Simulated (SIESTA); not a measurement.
Crystal: Al.

```
Al
1.0
    -1.59122    1.59122    1.59122
     1.59122   -1.59122    1.59122
     1.59122    1.59122   -1.59122
Al
1
Cartesian
  0.0000 0.0000 0.0000
```

This isn't the form of Al at room conditions, which is fcc.

Base run:

```yaml
Program: SIESTA 5.4.2
Functional: LDA
Potentials_or_basis: PseudoDojo 0.5 standard (PBE files)
Basis: DZP (energy shift 0.01 Ry)
Grid_cutoff: 500 Ry
Energy_shift: 0.01 Ry
k_mesh: 12 × 12 × 12
Occupations: fermi-dirac, width 0.05 eV
Spin: no spin polarisation
```

Its results: band gap on the k mesh none (metal or under the smearing width); pressure 3.3 GPa.

The run is repeated on the same cell with these changes: functional from LDA to SOGGA; potentials or basis from PseudoDojo 0.5 standard (PBE files) to PseudoDojo 0.4 standard (PBEsol files). What comes out?

Band gap on the k mesh none (metal or under the smearing width); pressure 1.1 GPa.

Caveats: the potentials were made for another functional, which shifts forces and pressure; the basis of atomic orbitals isn't converged, which shifts pressures, moduli and gaps.
